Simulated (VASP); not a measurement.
## CaSe (zincblende), r²SCAN relaxation of cell and atoms: Ansatz's output and VASP's

Start cell

```xyz
2
Lattice="0.0000 3.2947 3.2947 3.2947 0.0000 3.2947 3.2947 3.2947 0.0000" Properties=species:S:1:pos:R:3 pbc="T T T"
Ca    0.0000    0.0000    0.0000
Se    1.6473    1.6473    1.6473
```

Ansatz printed

```
basis re-selected at this cell: Δ(F+E_penalty+E_count) = +4.768e-5 eV, ΔP = -0.000 GPa vs the last step (what re-selecting the basis moved, of the pressure what is left beyond the Pulay correction that the steps carried, after the strain that the cell walked since its last selection, with what the two solves' SCF thresholds leave and, on support functions, any second-order correction that the steps lacked; it is no measure of the basis error at this ecutwfc). This SCF's stress stands 2.98e-3 GPa from its target on what of the cell is left free (relax.cell.stress_tol is 5.00e-2 GPa) and its largest allowed force component is 9.14e-17 eV/Å (relax.f_tol is 5.00e-3 eV/Å): within both
SCF converged after 4 iterations
Free energy (F): -7303.834716 eV
Harris-Foulkes:  -7303.834716 eV  (|F-HF|=3.64e-12)
Internal energy: -7303.834716 eV  (E = F + TS)
E sigma→0 (E₀):  -7303.834716 eV
Fermi energy:    4.702529 eV
--- Per-component energies (eV) ---
  E_band       = -610.363350
  E_kinetic    = 397.600013
  E_local      = -3799.812657  (includes V_loc(G=0)·N_el)
  E_nonlocal   = -533.236029
  E_hartree    = 1731.160572
  E_xc         = -236.028920
  E_vxc        = -301.053584  (∫ρ·V_xc dr)
  E_paw        = -2788.199275  (= ΣΔE_a)
  E_vpaw       = 146.760380  (= ΣTr[D̂ρ^β])
  E_aug_tail   = -0.000212  (compensation charges beyond the density's cutoff)
  E_vtau       = 17.057607  (kinetic-family band-sum trace: ∫τ·v_τ [+ j·A + Jᵃ·Aᵃ] dr)
  E_ewald      = -2073.332771
  E_core_change = -1.985436  (= ΣΔE_core)
  E_smearing   = -0.000000  (= −TS)
  E_closure    = 0.000000  (closes the sum)
  Σ components = -7303.834716   (vs F -7303.834716, Δ=0.00e0)
--- Forces (eV/Å), atoms counted from 1 ---
  atom   1  Ca    -0.00000000    -0.00000000    -0.00000000
  atom   2  Se     0.00000000     0.00000000     0.00000000
  max |Σ_I F_I| component: 1.60e-16 eV/Å
--- Stress (GPa, compression-positive) ---
       -0.002975      -0.000000      -0.000000
        0.000000      -0.002975       0.000000
       -0.000000       0.000000      -0.002975
  P = ⅓ Tr σ = -0.0030 GPa (-0.030 kbar)
--- Relaxed structure (3 steps of the walk, 3 accepted, 1 SCFs on fresh bases) ---
  F+E_penalty+E_count = -7303.83471556 eV   max|allowed force component| = 9.136e-17 eV/Å   (the final SCF, on the basis selected at the relaxed cell)
  cell:  # Å, volume = 70.5468 Å³
    - [2.9680542091616814e-33, 3.279561370025911, 3.279561370025911]
    - [3.279561370025911, 2.9680542091616814e-33, 3.279561370025911]
    - [3.279561370025911, 3.279561370025911, 2.4457785757898838e-33]
  atoms:
    - { symbol: Ca, position: [-3.616941344004154e-34, 5.151401308127128e-34, 7.708834581665418e-34] }
    - { symbol: Se, position: [0.24999999999999997, 0.24999999999999997, 0.24999999999999997] }
```

The two codes use different PAW datasets and cutoffs. VASP's cell holds 16 valence electrons and Ansatz's 26.

Problem. What does VASP give for the same cell and level of theory?

Solution. relaxed cell vector lengths 4.646, 4.646, 4.646 Å; relaxed cell volume 70.91 Å³.

From OUTCAR

```
k-points           NKPTS =     16   k-points in BZ     NKDIM =     16   number of bands    NBANDS=     15

   NELECT =      16.0000    total number of electrons

   dimension x,y,z NGX =    40 NGY =   40 NGZ =   40
   dimension x,y,z NGXF=    80 NGYF=   80 NGZF=   80

  energy-cutoff  :      600.00
  volume of cell :       70.91
      direct lattice vectors                 reciprocal lattice vectors
    -0.000000000  3.285166216  3.285166216    -0.152199300  0.152199300  0.152199300
     3.285166216  0.000000000  3.285166216     0.152199300 -0.152199300  0.152199300
     3.285166216  3.285166216 -0.000000000     0.152199300  0.152199300 -0.152199300

 k-points in reciprocal lattice and weights: KPOINTS created by Atomic Simulation Env
   0.00000000  0.00000000  0.00000000       0.005
   0.16666667  0.00000000  0.00000000       0.037
   0.33333333  0.00000000  0.00000000       0.037
   0.50000000  0.00000000  0.00000000       0.019
   0.16666667  0.16666667  0.00000000       0.028
   0.33333333  0.16666667  0.00000000       0.111
   0.50000000  0.16666667  0.00000000       0.111
  -0.33333333  0.16666667  0.00000000       0.111
   ...

 E-fermi :  -0.1063

 k-point     1 :       0.0000    0.0000    0.0000
  band No.  band energies     occupation
      1     -41.2203      2.00000
      2     -21.3505      2.00000
      3     -21.3505      2.00000
      4     -21.3504      2.00000
      5     -11.3180      2.00000
      6      -0.6946      2.00000
      7      -0.6946      2.00000
      8      -0.6946      2.00000
      9       3.0650      0.00000
     10       5.3287      0.00000
     11       5.3287      0.00000
     12       7.3584      0.00000
     13       7.3584      0.00000
     14       7.3584      0.00000
     15       9.1369      0.00000

 k-point     2 :       0.1667    0.0000    0.0000
  band No.  band energies     occupation
      1     -41.2198      2.00000
      2     -21.3622      2.00000
      3     -21.3519      2.00000
      4     -21.3519      2.00000
      5     -11.2520      2.00000
      6      -1.0864      2.00000
      7      -0.6722      2.00000
      8      -0.6722      2.00000
      9       3.8223      0.00000
     10       5.2019      0.00000
     11       5.2019      0.00000
     12       6.9065      0.00000
     13       7.3537      0.00000
     14       7.3537      0.00000
     15       8.3887      0.00000

 k-point     3 :       0.3333    0.0000    0.0000
  band No.  band energies     occupation
      1     -41.2190      2.00000
      2     -21.3854      2.00000
      3     -21.3548      2.00000
      4     -21.3547      2.00000
      5     -11.1183      2.00000
      6      -1.6234      2.00000
      7      -0.6339      2.00000
      8      -0.6339      2.00000
      9       4.8656      0.00000
     10       5.2202      0.00000
     11       5.2202      0.00000
     12       6.1112      0.00000
     13       6.8232      0.00000
     14       6.8232      0.00000
     15       8.0831      0.00000

 k-point     4 :       0.5000    0.0000    0.0000
  band No.  band energies     occupation
      1     -41.2185      2.00000
      2     -21.3969      2.00000
      3     -21.3562      2.00000
      4     -21.3562      2.00000
      5     -11.0507      2.00000
      6      -1.8256      2.00000
      7      -0.6182      2.00000
      8      -0.6182      2.00000
      9       4.9957      0.00000
     10       5.4460      0.00000
     11       5.4460      0.00000
     12       5.7705      0.00000
     13       6.3101      0.00000
     14       6.3101      0.00000
     15       8.8379      0.00000

 k-point     5 :       0.1667    0.1667    0.0000
  band No.  band energies     occupation
      1     -41.2197      2.00000
      2     -21.3630      2.00000
      3     -21.3539      2.00000
      4     -21.3539      2.00000
      5     -11.2301      2.00000
      6      -1.1412      2.00000
      7      -0.6903      2.00000
      8      -0.6903      2.00000
      9       4.0319      0.00000
     10       4.8102      0.00000
     11       5.5065      0.00000
     12       7.0665      0.00000
     13       7.0665      0.00000
     14       7.1940      0.00000
     15       8.5342      0.00000

 k-point     6 :       0.3333    0.1667    0.0000
  band No.  band energies     occupation
      1     -41.2190      2.00000
      2     -21.3804      2.00000
      3     -21.3574      2.00000
      4     -21.3570      2.00000
      5     -11.1192      2.00000
      6      -1.5108      2.00000
      7      -0.7195      2.00000
      8      -0.6663      2.00000
      9       4.3334      0.00000
     10       5.1511      0.00000
     11       5.6175      0.00000
     12       6.3138      0.00000
     13       6.6477      0.00000
     14       7.1081      0.00000
     15       8.5052      0.00000

 ...

  Total        0.0007215      0.0007215      0.0007215     -0.0000000     -0.0000000      0.0000000
  in kB        0.0163028      0.0163028      0.0163028     -0.0000000     -0.0000000      0.0000000
  external PRESSURE =       0.0163028 kB  Pullay stress =       0.0000000 kB

 POSITION                                       TOTAL-FORCE (eV/Angst)
 -----------------------------------------------------------------------------------
      0.00000      0.00000      0.00000         0.000000      0.000000      0.000000
      1.64258      1.64258      1.64258        -0.000000     -0.000000     -0.000000
 -----------------------------------------------------------------------------------
    total drift:                               -0.000000     -0.000000     -0.000000

  FREE ENERGIE OF THE ION-ELECTRON SYSTEM (eV)
  ---------------------------------------------------
  free  energy   TOTEN  =       -25.3618593452 eV

  energy  without entropy=      -25.3618593452  energy(sigma->0) =      -25.36185935
```
